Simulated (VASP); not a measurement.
# Settings for NaCl: self-consistent run

NaCl, P4mm (no. 99), 2 atoms in the cell. PBE; PAW potentials Cl, Na_pv (PBE set). VASP 6.6.1. The cell is changed on purpose: last atom moved by 0.08 Å along z, cell strained by +1.5% along z.

Wanted: energy within 2 meV/atom; forces within 0.01 eV/Å.

What the run is for: forces; Accuracy asked: standard.

POSCAR:
```
NaCl
1.0
    3.5021900000      0.0000000000      0.0000000000
    0.0000000000      3.5021900000      0.0000000000
    0.0000000000      0.0000000000      3.5547228500
Cl Na
1 1
Direct
    0.5000000000      0.5000000000      0.5000000000
    0.0000000000      0.0000000000      0.0228428500
```

The series start from Plane-wave cutoff (eV): 340; k-point mesh: 6 × 6 × 6; Precision mode (PREC): Accurate; Electronic threshold (eV): 1e-6; Bands in all (NBANDS): 17; Aspherical gradient terms in the spheres (LASPH): yes; Electronic algorithm: ALGO=Normal; Delay and inner steps: defaults; Support grid and gradient cutoff: ADDGRID=False GGA_COMPAT=False. Each series keeps the choices made before it, and each single choice may use up half of a tolerance.

## Plane-wave cutoff (eV)

| Plane-wave cutoff (eV) | Energy less reference (meV/atom) | Forces, largest deviation (eV/Å) | SCF iterations | Time (s) |
|---|---|---|---|---|
| 210 | 71.7 | 0.005 | 12 | 3.0 |
| 260 | 3.2 | 0.000 | 11 | 3.2 |
| 300 | 0.1 | 0.000 | 11 | 3.5 |
| 340 | -0.3 | 0.000 | 12 | 4.1 |
| 390 | 0.1 | 0.000 | 12 | 4.3 |
| 460 | 0.1 | 0.000 | 12 | 5.6 |
| 550 | -0.1 | 0.000 | 12 | 9.0 |
| 690 (reference) | 0.0 | 0.000 | 12 | 12 |

Chosen: 300, the loosest value from which every tighter one stays within half of the tolerance.

## k-point mesh

| k-point mesh | Energy less reference (meV/atom) | Forces, largest deviation (eV/Å) | SCF iterations | Time (s) |
|---|---|---|---|---|
| 2 × 2 × 2 | 241.0 | 0.014 | 12 | 1.3 |
| 3 × 3 × 3 | 24.1 | 0.002 | 11 | 1.3 |
| 4 × 4 × 4 | 4.1 | 0.000 | 11 | 2.1 |
| 5 × 5 × 5 | 0.7 | 0.000 | 11 | 2.1 |
| 6 × 6 × 6 | 0.1 | 0.000 | 11 | 3.5 |
| 8 × 8 × 8 | 0.0 | 0.000 | 11 | 6.0 |
| 10 × 10 × 10 | 0.0 | 0.000 | 11 | 9.6 |
| 12 × 12 × 12 (reference) | 0.0 | 0.000 | 11 | 14 |

Chosen: 5 × 5 × 5.

## Precision mode (PREC)

| Precision mode (PREC) | Energy less reference (meV/atom) | Forces, largest deviation (eV/Å) | SCF iterations | Time (s) |
|---|---|---|---|---|
| SingleN | -6.8 | 0.005 | 11 | 1.4 |
| Normal | 0.1 | 0.001 | 11 | 1.4 |
| Single | -0.7 | 0.011 | 11 | 2.0 |
| Accurate (reference) | 0.0 | 0.000 | 11 | 2.1 |

Chosen: Accurate; the one before it in the list is off by more than half of the tolerance.

## Electronic threshold (eV)

| Electronic threshold (eV) | Energy less reference (meV/atom) | Forces, largest deviation (eV/Å) | SCF iterations | Time (s) |
|---|---|---|---|---|
| 0.001 | 0.0 | 0.000 | 9 | 1.9 |
| 0.0001 | 0.0 | 0.000 | 10 | 2.0 |
| 1e-5 | 0.0 | 0.000 | 11 | 2.1 |
| 1e-6 | 0.0 | 0.000 | 11 | 2.1 |
| 1e-7 | 0.0 | 0.000 | 14 | 2.5 |
| 1e-8 (reference) | 0.0 | 0.000 | 15 | 2.7 |

Chosen: 0.001.

## Bands in all (NBANDS)

| Bands in all (NBANDS) | Energy less reference (meV/atom) | Forces, largest deviation (eV/Å) | SCF iterations | Time (s) |
|---|---|---|---|---|
| 8 | 0.1 | 0.003 | 8 | 1.2 |
| 9 | 0.0 | 0.003 | 8 | 1.3 |
| 11 | 0.0 | 0.002 | 8 | 1.3 |
| 13 | 0.0 | 0.000 | 9 | 1.5 |
| 17 | 0.0 | 0.000 | 9 | 1.9 |
| 27 (reference) | 0.0 | 0.000 | 9 | 2.4 |

Chosen: 8.

## Aspherical gradient terms in the spheres (LASPH)

| Aspherical gradient terms in the spheres (LASPH) | Energy less reference (meV/atom) | Forces, largest deviation (eV/Å) | SCF iterations | Time (s) |
|---|---|---|---|---|
| yes | 0.0 | 0.000 | 8 | 1.2 |
| no | 0.0 | 0.000 | 8 | 1.0 |

Chosen: yes; no other choice that stays within half of the tolerance saves 30 % of the time.

## Electronic algorithm

| Electronic algorithm | Energy less reference (meV/atom) | Forces, largest deviation (eV/Å) | SCF iterations | Time (s) |
|---|---|---|---|---|
| ALGO=Normal | 0.0 | 0.000 | 8 | 1.2 |
| ALGO=Fast | -0.1 | 0.001 | 10 | 1.3 |
| ALGO=VeryFast | 0.1 | 0.008 | 15 | 1.4 |
| ALGO=All ISEARCH=1 | 0.1 | 0.008 | 11 | 1.6 |
| ALGO=All ISEARCH=0 | 0.1 | 0.008 | 11 | 1.6 |
| ALGO=Damped TIME=0.4 | 0.1 | 0.006 | 13 | 1.6 |
| ALGO=Damped TIME=0.1 | 1.0 | 0.006 | 16 | 1.8 |

Chosen: ALGO=Normal.

## Delay and inner steps

| Delay and inner steps | Energy less reference (meV/atom) | Forces, largest deviation (eV/Å) | SCF iterations | Time (s) |
|---|---|---|---|---|
| defaults | 0.0 | 0.000 | 8 | 1.2 |
| NELMDL=-2 | -0.3 | 0.000 | 7 | 1.2 |
| NELMDL=-8 | 0.0 | 0.000 | 11 | 1.3 |
| NELMDL=-12 | 0.0 | 0.000 | 15 | 1.5 |
| NRMM=2 | 0.0 | 0.001 | 8 | 1.1 |
| NRMM=6 | 0.0 | 0.000 | 8 | 1.1 |
| WEIMIN=0.001 | 0.0 | 0.000 | 8 | 1.2 |

Chosen: defaults.

## Support grid and gradient cutoff

| Support grid and gradient cutoff | Energy less reference (meV/atom) | Forces, largest deviation (eV/Å) | SCF iterations | Time (s) |
|---|---|---|---|---|
| ADDGRID=False GGA_COMPAT=False | 0.0 | 0.000 | 8 | 1.2 |
| ADDGRID=True GGA_COMPAT=False | 0.0 | 0.000 | 8 | 1.4 |
| ADDGRID=False GGA_COMPAT=True | 0.0 | 0.000 | 8 | 1.1 |

Chosen: ADDGRID=False GGA_COMPAT=False.

## All choices together

| Input | Energy less reference (meV/atom) | Forces, largest deviation (eV/Å) | Time (s) |
|---|---|---|---|
| the program's defaults (naive) | 3.3 | 0.003 | 0.7 |
| chosen settings | 0.9 | 0.003 | 1.2 |
| reference settings throughout | 0.0 | 0.000 | 100 |

The tolerance is met.

Values of the reference run: Forces: 0, 0, 0.02132, 0, 0, -0.02132 eV/Å.

## The input

INCAR:
```
SYSTEM = NaCl
  GGA = PE
  ISMEAR = 0
  SIGMA = 0.03
  LWAVE = .FALSE.
  LCHARG = .FALSE.
  ISIF = 2
  PREC = Accurate
  LASPH = .TRUE.
  LREAL = .FALSE.
  ALGO = Normal
  EDIFF = 0.001
  NELM = 120
  GGA_COMPAT = .FALSE.
  ENCUT = 300
  EFERMI = MIDGAP
  NBANDS = 8
  ADDGRID = .FALSE.
```

KPOINTS:
```
Automatic mesh
0
Gamma
  5 5 5
  0 0 0
```

Commands:
```
cat potpaw_PBE.64/Cl/POTCAR potpaw_PBE.64/Na_pv/POTCAR > POTCAR
mpirun -np 1 vasp_std > vasp.out
```

The chosen input took VASP 6.6.1 1.2 s on 1 core (Intel Xeon 6975P-C (Granite Rapids)), a shared host.

## An input that fails: one k point for a small cell

It runs to its end, but against the unchanged starting input it is off by 2220.2 meV/atom in the energy, 0.060 eV/Å in the forces.

k mesh: 6 × 6 × 6 becomes 1 × 1 × 1.

Changes against the starting input:
```
- NELM = 120
+ NELM = 72
```
